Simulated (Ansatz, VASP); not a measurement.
**One calculation of Sr, two programs**

INCAR

```
ALGO = Fast
EDIFF = 1E-6
ENCUT = 520
GGA = PE
ISIF = 2
ISMEAR = -1
LASPH = True
LCHARG = False
LREAL = False
LWAVE = False
NBANDS = 17
NELM = 100
PREC = Accurate
SIGMA = 0.08
```

Contents of KPOINTS:

```
k-points
0
Gamma
  10 10 5
```

The input POSCAR:

```
Sr
1.0
    4.3100002207      0.0000000000      0.0000000000
   -2.1550001104      3.7325696814      0.0000000000
    0.0000000000      0.0000000000      7.0500000000
Sr
2
Direct
    0.3333333333      0.6666666667      0.2500000000
    0.6666666667      0.3333333333      0.7500000000
```

Input for Ansatz:

```yaml
crystal:
  lattice:
    - [4.3100002207, 0.0, 0.0]
    - [-2.1550001104, 3.7325696814, 0.0]
    - [0.0, 0.0, 7.05]
  atoms:
    - { symbol: Sr, position: [0.3333333333, 0.6666666667, 0.25] }
    - { symbol: Sr, position: [0.6666666667, 0.3333333333, 0.75] }
kpoints:
  mp_grid: { grid: [10, 10, 5] }
  band_path:
    path:
      - [0.0, 0.0, 0.0]
      - [0.5, 0.0, 0.0]
      - [0.3333333333, 0.3333333333, 0.0]
      - [0.0, 0.0, 0.0]
      - [0.0, 0.0, 0.5]
      - [0.5, 0.0, 0.5]
      - [0.3333333333, 0.3333333333, 0.5]
      - [0.0, 0.0, 0.5]
      - [0.5, 0.0, 0.5]
    npoints: 14
scf:
  occupations: { method: fermi_dirac, width: 0.08 }
hamiltonian:
  xc: pbe
  pseudopotentials: { kind: all_electron, lapw: { basis_error: 0.001 } }
output:
  forces: true
  stress: true
  eigenvalues: true
  populations: true
  dos: { projected: true, de: 0.2, e_range: [-14, 8] }
```

This isn't the form of Sr at room conditions, which is fcc.

Alike in both runs: task single point; functional PBE; k mesh 10 × 10 × 5; occupations fermi-dirac, width 0.08 eV; no spin polarisation.

```csv
,VASP,Ansatz
version,VASP 6.6.1,Ansatz 0.2.0
potentials or method,"VASP PAW PBE potentials, release 64 (Sr_sv)","all-electron LAPW, scalar-relativistic"
plane-wave cutoff (eV),520,see its input
```

|  | VASP | Ansatz | Ansatz less VASP |
| --- | --- | --- | --- |
| pressure (GPa) | -0.3 | -0.3 | 0.00 |
| largest component of the traceless stress (GPa) | 0.08 | 0.08 | +0.001 |

Ansatz ran all-electron here, so the differences hold the error of VASP's frozen core and of both bases.
